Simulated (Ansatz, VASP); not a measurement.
# GaAs: VASP beside Ansatz

POSCAR

```
GaAs
1.0
    0.0000000000      2.8268500000      2.8268500000
    2.8268500000      0.0000000000      2.8268500000
    2.8268500000      2.8268500000      0.0000000000
As Ga
1 1
Direct
    0.7500000000      0.7500000000      0.7500000000
    0.0000000000      0.0000000000      0.0000000000
```

File INCAR.step1:

```
PREC = Accurate ; ENCUT = 520
EDIFF = 1E-5 ; ISMEAR = -1
SIGMA = 0.05 ; LREAL = False
LASPH = True ; NELM = 80
ALGO = Normal ; ISIF = 2
LWAVE = True ; LCHARG = False
NBANDS = 16 ; GGA = PE
```

Contents of INCAR.step2:

```
PREC = Accurate ; ENCUT = 520
EDIFF = 1E-6 ; ISMEAR = -1
SIGMA = 0.05 ; LREAL = False
LASPH = True ; NELM = 80
ALGO = Normal ; ISIF = 2
LWAVE = False ; LCHARG = False
GGA = PS ; LHFCALC = True
HFSCREEN = 0.2 ; PRECFOCK = Fast
NBANDS = 16 ; ISTART = 1
```

Contents of KPOINTS:

```
Automatic mesh
0
Gamma
  4 4 4
```

KPOINTS_OPT

```
path GXWKGLUWLK,UX
12
line-mode
reciprocal
 0.0000000000  0.0000000000  0.0000000000  G
 0.5000000000  0.0000000000  0.5000000000  X

 0.5000000000  0.0000000000  0.5000000000  X
 0.5000000000  0.2500000000  0.7500000000  W

 0.5000000000  0.2500000000  0.7500000000  W
 0.3750000000  0.3750000000  0.7500000000  K

 0.3750000000  0.3750000000  0.7500000000  K
 0.0000000000  0.0000000000  0.0000000000  G

 0.0000000000  0.0000000000  0.0000000000  G
 0.5000000000  0.5000000000  0.5000000000  L

 0.5000000000  0.5000000000  0.5000000000  L
 0.6250000000  0.2500000000  0.6250000000  U

 0.6250000000  0.2500000000  0.6250000000  U
 0.5000000000  0.2500000000  0.7500000000  W

 0.5000000000  0.2500000000  0.7500000000  W
 0.5000000000  0.5000000000  0.5000000000  L

 0.5000000000  0.5000000000  0.5000000000  L
 0.3750000000  0.3750000000  0.7500000000  K

 0.6250000000  0.2500000000  0.6250000000  U
 0.5000000000  0.0000000000  0.5000000000  X
```

Contents of input.yaml:

```yaml
crystal:
  lattice:
    - [0.0, 2.82685, 2.82685]
    - [2.82685, 0.0, 2.82685]
    - [2.82685, 2.82685, 0.0]
  atoms:
    - { symbol: As, position: [0.75, 0.75, 0.75] }
    - { symbol: Ga, position: [0.0, 0.0, 0.0] }
hamiltonian:
  xc:
    exchange: hjs_pbesol
    correlation: pbesol
    exx: { coeff: 0.25, omega: 0.207 }
  pseudopotentials: { kind: paw }
kpoints:
  mp_grid: { grid: [4, 4, 4] }
  band_path:
    path:
      - [[0.0, 0.0, 0.0], [0.5, 0.0, 0.5], [0.5, 0.25, 0.75], [0.375, 0.375, 0.75], [0.0, 0.0, 0.0], [0.5, 0.5, 0.5], [0.625, 0.25, 0.625], [0.5, 0.25, 0.75], [0.5, 0.5, 0.5], [0.375, 0.375, 0.75]]
      - [[0.625, 0.25, 0.625], [0.5, 0.0, 0.5]]
    npoints: 4
scf:
  occupations: { method: fermi_dirac, width: 0.05 }
  n_extra_bands: 6
output:
  forces: true
  stress: true
  eigenvalues: true
  fatbands: false
```

Alike in both runs: task band structure; functional HSEsol; k mesh 4 × 4 × 4; occupations fermi-dirac, width 0.05 eV; no spin polarisation.

|  | VASP | Ansatz |
| --- | --- | --- |
| version | VASP 6.6.1 | Ansatz 0.2.0 |
| potentials or method | VASP PAW PBE potentials, release 64 (As, Ga_d) | Ansatz PAW |
| plane-wave cutoff (eV) | 520 | 420 |
| valence electrons in the cell | 18 | 28 |

Ansatz gave:

```
gap on the k mesh at the Fermi level (eV) : 1.36
least direct gap on the mesh (eV)         : 1.36
gap along the band path (eV)              : 1.36
pressure (GPa)                            : -0.7
```

**Question.** Which values does VASP return?

**Answer.** gap on the k mesh at the Fermi level (eV): 1.39; least direct gap on the mesh (eV): 1.39; gap along the band path (eV): 1.39; pressure (GPa): -0.9.

The two sets of potentials don't hold the same shells in valence.

Caveats: the k mesh is coarse (spacing up to 0.48 Å⁻¹), so the values aren't converged, least of all with exact exchange; the PAW data sets were made with another functional, which shifts forces and pressure a little (VASP); the PAW data sets come from PBE, with cores solved anew for the run's functional, which leaves a small shift of forces and pressure (Ansatz); the thresholds are loose for stress (Ansatz).
